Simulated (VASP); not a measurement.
# CdSe (Cadmoselite) (P6_3mc) in VASP: notebook, part 2 of 2

VASP 6.6.1. Earlier steps stand in the parts before.

## Step 4: Single point, HSE06

File POSCAR:

```
CdSe
1.0
    4.3000000000      0.0000000000      0.0000000000
   -2.1500000000      3.7239092363      0.0000000000
    0.0000000000      0.0000000000      7.0200000000
Cd Se
2 2
Direct
    0.3333333333      0.6666666667      0.0000000000
    0.6666666667      0.3333333333      0.5000000000
    0.3333333333      0.6666666667      0.3850000000
    0.6666666667      0.3333333333      0.8850000000
```

File INCAR.step1:

```
SYSTEM = CdSe
  PREC = Accurate
  ENCUT = 520
  EDIFF = 1E-5
  ISMEAR = -1
  SIGMA = 0.02
  LREAL = .False.
  LASPH = .True.
  NELM = 60
  ALGO = Normal
  ISIF = 2
  LWAVE = .True.
  GGA = PE
  KPAR = 4
```

File INCAR.step2:

```
SYSTEM = CdSe
  PREC = Accurate
  ENCUT = 520
  EDIFF = 1E-6
  ISMEAR = -1
  SIGMA = 0.02
  LREAL = .False.
  LASPH = .True.
  NELM = 60
  ALGO = Normal
  ISIF = 2
  LWAVE = .False.
  LCHARG = .True.
  GGA = PE
  LHFCALC = .True.
  HFSCREEN = 0.2
  PRECFOCK = Fast
  LVHAR = .True.
  ISTART = 1
  KPAR = 4
```

File KPOINTS:

```
Automatic mesh
0
Gamma
  5 5 3
  0 0 0
```

Potentials or basis: VASP PAW PBE potentials, release 64 (Cd, Se).

On the command line:

```
$ cat potpaw_PBE.64/Cd/POTCAR potpaw_PBE.64/Se/POTCAR > POTCAR
$ cp INCAR.step1 INCAR
$ mpirun -np 4 vasp_std > vasp.out
$ cp INCAR.step2 INCAR
$ mpirun -np 4 vasp_std > vasp.out
```

OUTCAR:

```text
SYSTEM = CdSe
   PREC = Accurate
   ENCUT = 520
   EDIFF = 1E-6
   ISMEAR = -1
   LREAL = .False.
   LASPH = .True.
   NELM = 60
   ISIF = 2
   GGA = PE
   LHFCALC = .True.
   HFSCREEN = 0.2
   PRECFOCK = Fast
   ISTART = 1

 ion  position               nearest neighbor table
   1  0.333  0.667  0.000-   4 2.61   4 2.61   4 2.61   3 2.70
   2  0.667  0.333  0.500-   3 2.61   3 2.61   3 2.61   4 2.70
   3  0.333  0.667  0.385-   2 2.61   2 2.61   2 2.61   1 2.70
   4  0.667  0.333  0.885-   1 2.61   1 2.61   1 2.61   2 2.70

  LATTYP: Found a hexagonal cell.
 ALAT       =     4.3000000000
 C/A-ratio  =     1.6325581395

  Lattice vectors:

 A1 = (   4.3000000000,   0.0000000000,   0.0000000000)
 A2 = (  -2.1500000000,   3.7239092363,   0.0000000000)
 A3 = (   0.0000000000,   0.0000000000,   7.0200000000)

Analysis of symmetry for initial positions (statically):
=====================================================================
 Subroutine PRICEL returns:
 Original cell was already a primitive cell.

 Routine SETGRP: Setting up the symmetry group for a
 hexagonal supercell.
[... 164 lines left out ...]

  energy without entropy =      -13.68528458  energy(sigma->0) =      -13.68528458

 E-fermi :   0.7464     XC(G=0):  -7.3744

 val. band max:        0.3267335004   @ k =   0.0000   0.0000   0.0000
 cond. band min:       1.9953678546   @ k =   0.0000   0.0000   0.0000
 fundamental gap:      1.6686343541
 Fermi energy:         0.7464094815

 k-point     1 :       0.0000    0.0000    0.0000
  band No.  band energies     occupation
      1     -13.3822      2.00000
      2     -12.9840      2.00000
      3      -8.8067      2.00000
      4      -8.8067      2.00000
      5      -8.7510      2.00000
      6      -8.7502      2.00000
[... 239 lines left out ...]
     21       6.6243      0.00000
     22       6.7687      0.00000

------------------------ aborting loop because EDIFF is reached ----------------------------------------

  FORCE on cell =-STRESS in cart. coord.  units (eV):
  Direction    XX          YY          ZZ          XY          YZ          ZX
  --------------------------------------------------------------------------------------
  -------------------------------------------------------------------------------------
  Total        1.9259780      1.9259780      0.4336080      0.0000000      0.0000000      0.0000000
  in kB       27.4509421     27.4509421      6.1802100      0.0000000      0.0000000      0.0000000
  external PRESSURE =      20.3606981 kB  Pullay stress =       0.0000000 kB

 VOLUME and BASIS-vectors are now :
 -----------------------------------------------------------------------------
  energy-cutoff  :      520.00
  volume of cell :      112.41
      direct lattice vectors                 reciprocal lattice vectors
     4.300000000  0.000000000  0.000000000     0.232558140  0.134267504  0.000000000
    -2.150000000  3.723909236  0.000000000     0.000000000  0.268535009  0.000000000
     0.000000000  0.000000000  7.020000000     0.000000000  0.000000000  0.142450142

 POSITION                                       TOTAL-FORCE (eV/Angst)
 -----------------------------------------------------------------------------------
     -0.00000      2.48261      0.00000         0.000000     -0.000000      0.288413
      2.15000      1.24130      3.51000         0.000000      0.000000      0.288413
     -0.00000      2.48261      2.70270        -0.000000      0.000000     -0.288413
      2.15000      1.24130      6.21270         0.000000     -0.000000     -0.288413
 -----------------------------------------------------------------------------------
    total drift:                                0.000000      0.000000     -0.000023

  FREE ENERGIE OF THE ION-ELECTRON SYSTEM (eV)
  ---------------------------------------------------
  free  energy   TOTEN  =       -13.6852845802 eV

  energy  without entropy=      -13.6852845801  energy(sigma->0) =      -13.68528458
```

OSZICAR.step1:

```text
N       E                     dE             d eps       ncg     rms          rms(c)
DAV:   1     0.246804701518E+03    0.24680E+03   -0.17345E+04   440   0.148E+03
DAV:   2     0.833153121225E+00   -0.24597E+03   -0.24018E+03   512   0.351E+02
DAV:   3    -0.115496882357E+02   -0.12383E+02   -0.12352E+02   518   0.803E+01
DAV:   4    -0.116470296604E+02   -0.97341E-01   -0.97327E-01   506   0.711E+00
DAV:   5    -0.116478807007E+02   -0.85104E-03   -0.85101E-03   548   0.601E-01    0.889E+00
DAV:   6    -0.109238825179E+02    0.72400E+00   -0.16390E+00   518   0.130E+01    0.695E+00
DAV:   7    -0.108916225995E+02    0.32260E-01   -0.64610E-01   506   0.448E+00    0.263E+00
DAV:   8    -0.108890031749E+02    0.26194E-02   -0.78083E-02   452   0.313E+00    0.399E-01
DAV:   9    -0.108888336676E+02    0.16951E-03   -0.11462E-02   512   0.140E+00    0.148E-01
DAV:  10    -0.108889210963E+02   -0.87429E-04   -0.11765E-03   488   0.430E-01    0.784E-02
DAV:  11    -0.108890385664E+02   -0.11747E-03   -0.29483E-04   494   0.122E-01    0.223E-02
DAV:  12    -0.108890206827E+02    0.17884E-04   -0.15892E-04   562   0.138E-01    0.109E-02
DAV:  13    -0.108890226037E+02   -0.19211E-05   -0.20752E-05   378   0.430E-02
   1 F= -.10889023E+02 E0= -.10889023E+02  d E =-.811245E-09
```

Wall time 12 min (4 MPI ranks of AMD EPYC 7R13 (Zen 3), shared host); peak memory 0.32 GiB.

Results:

* Free energy: -13.6853 eV
* Pressure: 2.0 GPa
* Largest force: 0.288 eV/Å
* Band gap on the k mesh: 1.67 eV, direct

Forces in eV/Å, atoms in the order of the input:
```
Cd   0.000  0.000  0.288
Cd   0.000  0.000  0.288
Se   0.000  0.000 -0.288
Se   0.000  0.000 -0.288
```

Stress tensor (GPa, compression positive):
```
2.75 0.00 0.00
0.00 2.75 0.00
0.00 0.00 0.62
```

Levels at points of the mesh, in eV from the valence-band top:
```
           k point  band 16  band 17  band 18  band 19  band 20  band 21
(0.00, 0.00, 0.00)     0.00     0.00     0.00     1.67     3.13     6.94
```

Caveat: the PAW data sets were made with another functional, which shifts forces and pressure a little.

## Step 5: Summary

```csv
level,spin,k mesh,grid for exact exchange (PRECFOCK),screening parameter,gap on the mesh (eV),pressure (GPa),largest force (eV/Å)
r2SCAN,off,6 × 6 × 3,-,-,1.19,1.9,0.29
PBEsol,"SOC, no magnetisation",6 × 6 × 3,-,-,-,0.5,0.27
HSE06,off,5 × 5 × 3,Fast,0.2 1/A,1.67,2.0,0.29
```

Alike in all rows: task single point; potentials or basis VASP PAW PBE potentials, release 64 (Cd, Se); cell as given; cutoff (eV) 520; smearing fermi-dirac 0.02 eV.

The pressure there spans 0.5 GPa (PBEsol) to 2.0 GPa (HSE06); a positive pressure means that this level wants a larger cell, a negative one a smaller.

Caveats: the PAW data sets were made with another functional, which shifts forces and pressure a little.

Absolute energies hang on the potentials; compare differences alone.

## Step 6: Against experiment

Step 2. Measured gap of CdSe: 1.841 eV (2 K; a printed reference work, data compilation). This calculation gives 1.19 eV (-0.65 eV). Spin-orbit coupling on Cd, Se is left out. The value is that of r2SCAN, without temperature or zero-point motion.

Step 4. Against the measured gap of CdSe, 1.841 eV (2 K; a printed reference work, data compilation), the calculated 1.67 eV is off by -0.17 eV. Spin-orbit coupling on Cd, Se is left out. The value is that of HSE06, without temperature or zero-point motion.
